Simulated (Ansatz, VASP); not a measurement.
# Al2O3: VASP beside Ansatz

```
CELL_PARAMETERS angstrom
3.01748 0.00000 0.00000
-1.50874 2.61322 0.00000
0.00000 0.00000 8.18061
ATOMIC_POSITIONS crystal
Al 0.00000 0.00000 0.27795
Al 0.00000 0.00000 0.72205
O 0.33333 0.66667 0.19945
O 0.66667 0.33333 0.80055
O 0.00000 0.00000 0.50000
```

Change from the starting cell: strain +0.000 along x and y, +0.080 along z, atoms carried along.

Alike in both runs: task single point; functional PBEsol; k mesh 12 × 12 × 4; occupations gaussian, width 0.05 eV; no spin polarisation.

|  | VASP | Ansatz |
| --- | --- | --- |
| version | VASP 6.6.1 | Ansatz 0.2.0 |
| potentials or method | VASP PAW PBE potentials, release 64 (Al, O) | scalar-relativistic, plane waves, PAW |
| plane-wave cutoff (eV) | 520 | 420 |
| valence electrons in the cell | 24 | 24 |

|  | VASP | Ansatz | Ansatz less VASP |
| --- | --- | --- | --- |
| gap on the k mesh at the Fermi level (eV) | 0.88 | 0.88 | -0.004 |
| least direct gap on the mesh (eV) | 0.88 | 0.88 | -0.004 |
| pressure (GPa) | -14.1 | -14.1 | -0.03 |
| largest component of the traceless stress (GPa) | 18.46 | 18.50 | +0.032 |
| rms of the force components (eV/Å) | 0.966 | 0.979 | +0.0135 |

Atom by atom the forces differ by 0.016 eV/Å (rms over components). With one functional, cell and mesh, what is left measures potentials, basis and numerics.

Caveats: the PAW data sets were made with another functional, which shifts forces and pressure a little (VASP). A k mesh can miss the band edges.
